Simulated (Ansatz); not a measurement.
The system is Sn.

```
Sn
1.0
     0.00000    3.23334    3.23334
     3.23334    0.00000    3.23334
     3.23334    3.23334    0.00000
Sn
2
Cartesian
  4.8500 4.8500 4.8500
  3.2333 3.2333 3.2333
```

This isn't the form of Sn at room conditions, which is tetragonal (white tin).

- Program: Ansatz 0.2.0
- Task: relaxation of cell and atoms
- Functional: PBE
- Potentials or basis: all-electron LAPW, relativistic spinors
- Basis error allowed: 0.001 eV/atom
- k mesh: 5 × 5 × 5
- Occupations: fermi-dirac, width 0.05 eV
- Spin: spin-orbit coupling, no magnetisation

At the start: volume 33.80 Å³/atom.

**Question.** Where does the relaxation end?

**Answer.** Over 5 steps the energy falls by 35.5 meV/atom and the volume is 37.03 Å³/atom (+9.6 %); space group Fd-3m (No. 227, to 0.05 Å).

Step by step:
```tsv
step	energy change (eV)	largest force (eV/Å)	volume (Å³)
1	0.0000	0.0000	67.61
2	-0.0562	0.0000	77.44
3	-0.0704	0.0000	74.70
4	-0.0710	0.0000	74.06
5	-0.0710	0.0000	74.06
```

Final structure:
```yaml
crystal:
  lattice:
    - [0.00000, 3.33317, 3.33317]
    - [3.33317, 0.00000, 3.33317]
    - [3.33317, 3.33317, 0.00000]
  atoms:
    - { symbol: Sn, position: [0.75000, 0.75000, 0.75000] }
    - { symbol: Sn, position: [0.50000, 0.50000, 0.50000] }
```

Caveat: the k mesh is thin for a metal, which can move the energy by tens of meV per atom.
